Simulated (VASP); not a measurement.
# CoSi (P1) in VASP: further runs

Runs on CoSi. Level: PBEsol. Tasks: electric field gradients, core levels, phonons.

Everything below comes from runs of VASP 6.6.1. Logs are shortened: lines on timing, memory, paths and dates and some standing lists are left out, and cuts for length are marked.

### 1 The cell of the first run

The typed cell holds 2 atoms: a = 2.873 Å, b = 2.743 Å, c = 2.832 Å, α = 90.99°, β = 89.60°, γ = 91.61°.

The cell comes from a database or a generator and needn't be the stable form of this composition.

### 2 Electric field gradients, PBEsol, collinear spin, ferromagnetic start

INCAR

```
SYSTEM = CoSi
PREC = Accurate
ENCUT = 520
EDIFF = 1E-8
ISMEAR = 0
SIGMA = 0.02
LREAL = .FALSE.
LASPH = .TRUE.
NELM = 100
ALGO = Normal
ISIF = 2
LWAVE = .FALSE.
LCHARG = .FALSE.
ISPIN = 2
MAGMOM = 2 0
LORBIT = 11
LMAXMIX = 4
GGA = PS
LEFG = .TRUE.
```

KPOINTS

```
Automatic mesh
0
G
  9 10 9
  0 0 0
```

POSCAR

```
CoSi
1.0
    2.8722606400     -0.0393196700      0.0097061400
   -0.0393196700      2.7429921600     -0.0240786400
    0.0097061400     -0.0240786400      2.8315353700
Co Si
1 1
Direct
    0.9210680600      0.9948622900      0.9022598400
    0.5789319400      0.5051377100      0.5977401600
```

Potentials or basis: VASP PAW PBE potentials, release 64 (Co, Si).

The run is started by

```sh
> cat potpaw_PBE.64/Co/POTCAR potpaw_PBE.64/Si/POTCAR > POTCAR
> mpirun -np 1 vasp_std > vasp.out
```

OUTCAR:

```text
SYSTEM = CoSi
   PREC = Accurate
   ENCUT = 520
   EDIFF = 1E-8
   ISMEAR = 0
   LREAL = .FALSE.
   LASPH = .TRUE.
   NELM = 100
   ISIF = 2
   ISPIN = 2
   LORBIT = 11
   GGA = PS

 ion  position               nearest neighbor table
   1  0.921  0.995  0.902-   2 1.85   2 1.95   2 2.48   2 2.49   2 2.58   2 2.60   2 3.04   2 3.09

   2  0.579  0.505  0.598-   1 1.85   1 1.95   1 2.48   1 2.49   1 2.58   1 2.60   1 3.04   1 3.09

  LATTYP: Found a triclinic cell.
 ALAT       =     6.2966755622
 B/A-ratio  =     1.0144112796
 C/A-ratio  =     1.3162735163
 COS(alpha) =     0.0003883382
 COS(beta)  =     0.5826308146
 COS(gamma) =     0.8102046843

  Lattice vectors:

 A1 = (  -5.7052016100,  -2.6643528200,   0.0046663600)
 A2 = (  -5.7348151400,   0.0545607000,   2.8121230900)
 A3 = (  -2.8130335800,  -5.3985073700,  -5.6246196000)

Analysis of symmetry for initial positions (statically):
=====================================================================
 Subroutine PRICEL returns:
 Original cell was already a primitive cell.

 Routine SETGRP: Setting up the symmetry group for a
 triclinic supercell.

 Subroutine GETGRP returns: Found  1 space group operations
 (whereof  1 operations were pure point group operations)
 out of a pool of  2 trial point group operations.

The static configuration has the point symmetry C_1 .

Analysis of symmetry for dynamics (positions and initial velocities):
=====================================================================
 Subroutine PRICEL returns:
 Original cell was already a primitive cell.

 Routine SETGRP: Setting up the symmetry group for a
 triclinic supercell.

 Subroutine GETGRP returns: Found  1 space group operations
 (whereof  1 operations were pure point group operations)
 out of a pool of  2 trial point group operations.

The dynamic configuration has the point symmetry C_1 .

Analysis of structural, dynamic, and magnetic symmetry:
=====================================================================
 Subroutine PRICEL returns:
 Original cell was already a primitive cell.

 Routine SETGRP: Setting up the symmetry group for a
 triclinic supercell.

 Subroutine GETGRP returns: Found  1 space group operations
 (whereof  1 operations were pure point group operations)
 out of a pool of  2 trial point group operations.

The overall configuration has the point symmetry C_1 .

 Subroutine INISYM returns: Found  1 space group operations
 (whereof  1 operations are pure point group operations),
 and found     1 'primitive' translations

----------------------------------------------------------------------------------------

                                     Primitive cell

  volume of cell :      22.3022

  direct lattice vectors                    reciprocal lattice vectors
     2.872260640 -0.039319670  0.009706140     0.348229905  0.004981627 -0.001151325
    -0.039319670  2.742992160 -0.024078640     0.004981627  0.364663869  0.003083930
     0.009706140 -0.024078640  2.831535370    -0.001151325  0.003083930  0.353195458

  length of vectors
     2.872546158  2.743379632  2.831654382     0.348267439  0.364710933  0.353210798

  position of ions in fractional coordinates (direct lattice)
     0.921068060  0.994862290  0.902259840
     0.578931940  0.505137710  0.597740160

  ion indices of the primitive-cell ions
   primitive index   ion index
                 1           1
                 2           2

----------------------------------------------------------------------------------------

 KPOINTS: Automatic mesh

Automatic generation of k-mesh.
 Grid dimensions read from file:
 generate k-points for:    9   10    9

 Generating k-lattice:

  Cartesian coordinates                     Fractional coordinates (reciprocal lattice)
     0.038692212  0.000553514 -0.000127925     0.111111111  0.000000000 -0.000000000
     0.000498163  0.036466387  0.000308393    -0.000000000  0.100000000  0.000000000
    -0.000127925  0.000342659  0.039243940     0.000000000  0.000000000  0.111111111

  Length of vectors
     0.038696382  0.036471093  0.039245644

[... 77 lines left out ...]
   LORBIT       =     11    0 simple, 1 ext, 2 COOP (PROOUT), +10 PAW based schemes
   GGA     = PS    functional components
   LHFCALC =     F    Hartree Fock is set to
   AEXX    =    0.0000 exact exchange contribution
   IVDW    =     0    specifies the selected vdW correction
   LEPSILON=     F    determine dielectric tensor
   LRPA    =     F    only Hartree local field effects (RPA)
 spin polarized calculation
 Gauss-broadening in eV      SIGMA  =   0.02
  energy-cutoff  :      520.00
  volume of cell :       22.30
 maximum number of plane-waves:       617
 NGX is ok and might be reduce to    24
   NGX = 11   NGY = 11   NGZ = 11

 number of electron      13.0000002 magnetization      -0.0002478

 number of electron      13.0000002 magnetization       0.0000015

 Free energy of the ion-electron system (eV)
  ---------------------------------------------------
  ext. energy  EPLUGINS =         0.00000000
  ---------------------------------------------------
  free energy    TOTEN  =       -12.45866589 eV

  energy without entropy =      -12.45836062  energy(sigma->0) =      -12.45851325

 E-fermi :  11.7502     XC(G=0): -12.6973

 val. band max:       11.7486551089   @ k =   0.1111   0.3000   0.0000
 cond. band min:      11.7507077961   @ k =  -0.1111   0.3000   0.0000
 fundamental gap:      0.0020526872
 Fermi energy:        11.7502398231

 spin component 1

 k-point     1 :       0.0000    0.0000    0.0000
  band No.  band energies     occupation
      1      -1.6996      1.00000
      2       7.4194      1.00000
      3       7.7707      1.00000
      4       9.4993      1.00000
      5      10.3447      1.00000
      6      10.6450      1.00000
      7      15.4787      0.00000
      8      16.4661      0.00000
      9      16.4994      0.00000
     10      18.8649      0.00000
     11      19.3289      0.00000
[... 310 lines left out ...]
  band No.  band energies     occupation
      1       0.0444      1.00000
      2       6.3597      1.00000
      3       8.3088      1.00000
      4       9.0923      1.00000
      5       9.6239      1.00000
      6      10.4302      1.00000
      7      11.5697      1.00000
      8      17.4944      0.00000
      9      18.1911      0.00000
     10      19.0626      0.00000
     11      20.7760      0.00000

 [... further k-points ...]

 spin component 2

 k-point     1 :       0.0000    0.0000    0.0000
  band No.  band energies     occupation
      1      -1.6996      1.00000
      2       7.4194      1.00000
      3       7.7707      1.00000
      4       9.4993      1.00000
      5      10.3447      1.00000
      6      10.6450      1.00000
      7      15.4787      0.00000
      8      16.4661      0.00000
      9      16.4994      0.00000
     10      18.8649      0.00000
     11      19.3289      0.00000
[... 310 lines left out ...]
  band No.  band energies     occupation
      1       0.0444      1.00000
      2       6.3597      1.00000
      3       8.3088      1.00000
      4       9.0923      1.00000
      5       9.6239      1.00000
      6      10.4303      1.00000
      7      11.5697      1.00000
      8      17.4944      0.00000
      9      18.1911      0.00000
     10      19.0626      0.00000
     11      20.7760      0.00000

 [... further k-points ...]
[... 5 lines left out ...]
  --------------------------------------------------------------------------------------
  -------------------------------------------------------------------------------------
  Total        3.7008849      9.8546515      2.3446032      1.8068608      1.6261783      6.1526327
  in kB      265.8692352    707.9519458    168.4348126    129.8037413    116.8236261    442.0012537
  external PRESSURE =     380.7519978 kB  Pullay stress =       0.0000000 kB

 VOLUME and BASIS-vectors are now :
 -----------------------------------------------------------------------------
  energy-cutoff  :      520.00
  volume of cell :       22.30
      direct lattice vectors                 reciprocal lattice vectors
     2.872260640 -0.039319670  0.009706140     0.348229905  0.004981627 -0.001151325
    -0.039319670  2.742992160 -0.024078640     0.004981627  0.364663869  0.003083930
     0.009706140 -0.024078640  2.831535370    -0.001151325  0.003083930  0.353195458

 POSITION                                       TOTAL-FORCE (eV/Angst)
 -----------------------------------------------------------------------------------
      2.61519      2.67096      2.53977         5.970846      2.020402      5.629109
      1.64878      1.34843      1.68598        -5.970846     -2.020402     -5.629109
 -----------------------------------------------------------------------------------
    total drift:                               -0.000204      0.000299      0.000158

  FREE ENERGIE OF THE ION-ELECTRON SYSTEM (eV)
  ---------------------------------------------------
  free  energy   TOTEN  =       -12.4586658902 eV

  energy  without entropy=      -12.4583606170  energy(sigma->0) =      -12.45851325

 Electric field gradients (V/A^2)
---------------------------------------------------------------------
 ion       V_xx      V_yy      V_zz      V_xy      V_xz      V_yz
---------------------------------------------------------------------
   1      14.558   -46.404    31.847    -8.907   -31.869    -7.517
   2      11.902   -45.472    33.569    -6.421   -17.225    -3.707
---------------------------------------------------------------------

 Electric field gradients after diagonalization (V/A^2)
 (convention: |V_zz| > |V_xx| > |V_yy|)
----------------------------------------------------------------------
 ion       V_xx      V_yy      V_zz     asymmetry (V_yy - V_xx)/ V_zz
----------------------------------------------------------------------
   1     -49.797    -6.428    56.226       0.771
   2      43.085     3.509   -46.594       0.849
----------------------------------------------------------------------

           NMR quadrupolar parameters

 Cq : quadrupolar parameter    Cq=e*Q*V_zz/h
 eta: asymmetry parameters     (V_yy - V_xx)/ V_zz
 Q  : nuclear electric quadrupole moment in mb (millibarn)
----------------------------------------------------------------------
 ion       Cq(MHz)       eta       Q (mb)
----------------------------------------------------------------------
   1       0.136       0.771       1.000
   2      -0.113       0.849       1.000
----------------------------------------------------------------------

 total charge

# of ion       s       p       d       tot
------------------------------------------
    1        0.525   0.643   7.818   8.986
    2        0.789   0.948   0.000   1.737
--------------------------------------------------
tot          1.314   1.591   7.818  10.724

 magnetization (x)

# of ion       s       p       d       tot
------------------------------------------
    1        0.000   0.000   0.000   0.000
    2       -0.000  -0.000   0.000  -0.000
--------------------------------------------------
tot          0.000   0.000   0.000   0.000
```

Wall time 2 min (1 thread of Intel Xeon Platinum 8375C at 2.90GHz (Ice Lake), shared host); peak memory 0.29 GiB.

What came out:

```yaml
Free_energy: -12.4587 eV
Pressure: 38.1 GPa
Largest_force: 8.451 eV/Å
Band_gap_on_the_k_mesh: none (metal or under the smearing width)
Net_moment: 0.00 μB per cell
Valence_electrons_inside_the_program's_atomic_spheres: Co 8.99; Si 1.74
```

Forces on the atoms (eV/Å):
```
Co   5.971  2.020  5.629
Si  -5.971 -2.020 -5.629
```

Electric field gradients, principal values (V/Å²):
```csv
atom,Vxx,Vyy,Vzz
1 Co,-6.428,-49.797,56.226
2 Si,3.509,43.085,-46.594
```

Caveat: the starting moments collapsed, and a magnetic state may lie lower; so large a pressure means that the cell lies far from this level's equilibrium, or that cutoff or potentials fall short; the potentials were made for another functional, which shifts forces and pressure.

(Part 1 of 3 ends here.)
